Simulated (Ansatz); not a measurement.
Base system: ZnTe in the zinc blende structure (space group F-43m, No. 216; a = 6.1134 Å). Axes: x, y, z lie along the cube axes.

Computed with r2SCAN (Ansatz, a program for electronic structure, PAW, without spin-orbit coupling).

Strains are applied to the cell and any free atomic positions relax; under biaxial strain the out-of-plane vector relaxes too.

One change was made to it. Results:

The shortest interatomic distance drops by 0.0176 Å to 2.630 Å; the band gap decreases by 0.26 eV, from 1.79 eV to 1.53 eV.

Task: Which of these changes matches the shifts?
A. biaxial strain −4.32 %, plane normal [111], relaxed out of plane
B. isotropic strain +1.36 %
C. tensor shear ε_xy = −3.02 %

Result: C, tensor shear ε_xy = −3.02 %. For comparison, the band gap in the other runs: isotropic strain +1.36 % gives 1.59 eV; biaxial strain −4.32 %, plane normal [111], relaxed out of plane gives 1.75 eV.

Spin-orbit coupling, missing from the scalar runs, can matter with Te. Gaps are read on the SCF mesh and a high-symmetry path. Stability against distortions was not tested.
